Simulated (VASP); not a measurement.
WC (Qusongite), 2 atoms in the cell. It takes space group P-6m2 (No. 187, hexagonal). Conventional cell: a = 2.907 Å, b = 2.907 Å, c = 2.837 Å, α = 90.00°, β = 90.00°, γ = 120.00°. W (site symmetry -6m2) is surrounded by 6 C at 2.20 Å. C (site symmetry -6m2) has 6 W at 2.20 Å as nearest neighbours. 

```yaml
Program: VASP 6.6.1
Task: single point
Functional: PBE
Potentials_or_basis: VASP PAW PBE potentials, release 64 (W_sv, C)
Cutoff: 520 eV
k_mesh: 10 × 10 × 9
Occupations: gaussian, width 0.013 eV
Spin: no spin polarisation
Further_INCAR_settings: ALGO = Normal; EDIFF = 1e-06
```

Potentials or basis: VASP PAW PBE potentials, release 64 (W_sv, C).

Run with:

```console
$ cat potpaw_PBE.64/W_sv/POTCAR potpaw_PBE.64/C/POTCAR > POTCAR
$ mpirun -np 1 vasp_std > vasp.out
```

Hardware: 1 thread of Intel(R) Xeon(R) Platinum 8375C CPU @ 2.90GHz (Ice Lake), with other jobs on the host.

Estimate the wall time of this run.

It took 21 s on 1 thread of Intel(R) Xeon(R) Platinum 8375C CPU @ 2.90GHz (Ice Lake), with other jobs on the host, peak memory 0.15 GiB. Counts: scf iterations 13, k points 70.
